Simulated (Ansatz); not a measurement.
## How settings move the G0W0 gap of Li2O (antifluorite)

Li2O in the antifluorite structure, relaxed with r2SCAN; one-shot G0W0 in Ansatz without spin-orbit coupling. Spin-unpolarised throughout; all numbers are computed.

```
O Li
1.0
     0.00000    2.28637    2.28637
     2.28637    0.00000    2.28637
     2.28637    2.28637    0.00000
O Li
1 2
Direct
  0.00000 0.00000 0.00000
  0.25000 0.25000 0.25000
  0.75000 0.75000 0.75000
```

Gaps are read over the mesh points alone. G0W0 values are finite-basis, finite-mesh values.
```
 start       potentials      frequency model   mesh  empty bands  screening cutoff (eV)  Kohn-Sham gap (eV)  G0W0 gap (eV)       rough cost
   PBE              PAW  contour deformation  6×6×6           38                     80                5.05           7.02  10 core-seconds
   PBE              PAW  contour deformation  6×6×6           89                    140                5.05           7.23  28 core-seconds
   PBE              PAW  contour deformation  6×6×6          165                    210                5.05           7.39  90 core-seconds
 HSE06              PAW  contour deformation  6×6×6           89                    140                6.65           8.06  70 core-seconds
   LDA              PAW  contour deformation  6×6×6           89                    140                4.86           7.31  28 core-seconds
r2SCAN              PAW  contour deformation  6×6×6           89                    140                5.77           7.61  40 core-seconds
   PBE              PAW     Godby-Needs pole  6×6×6           89                    140                5.05           7.18  30 core-seconds
   PBE              PAW  contour deformation  8×8×8           38                     80                5.05           7.02  50 core-seconds
   PBE  norm-conserving  contour deformation  6×6×6           89                    140                5.05           7.23  70 core-seconds
```

The quasiparticle gap on this mesh is 7.39 eV (Γ to X), against 5.05 eV from PBE: +2.34 eV. Renormalisation factors Z lie between 0.77 and 0.85.

Raising bands and cutoff together moves the gap by +0.21 eV (80 to 140 eV), then +0.16 eV (140 to 210 eV); the last step is still large, so the basis limit isn't reached. Starting from HSE06 (6.65 eV against PBE's 5.05 eV) gives 8.06 eV, +0.83 eV from G0W0@PBE at the same screening cutoff. Starting from LDA (4.86 eV against PBE's 5.05 eV) gives 7.31 eV, +0.08 eV from G0W0@PBE at the same screening cutoff. Starting from r2SCAN (5.77 eV against PBE's 5.05 eV) gives 7.61 eV, +0.38 eV from G0W0@PBE at the same screening cutoff. The Godby-Needs plasmon pole differs from contour deformation by -0.05 eV. An 8×8×8 mesh in place of 6×6×6 changes the opening over PBE by 0.00 eV (the gap on the mesh by 0.00 eV). Norm-conserving potentials (wave cutoff 1240 eV against 420 eV) shift the quasiparticle gap by 0.00 eV and the PBE gap by 0.00 eV. r2SCAN runs take a wave cutoff of 500 eV.
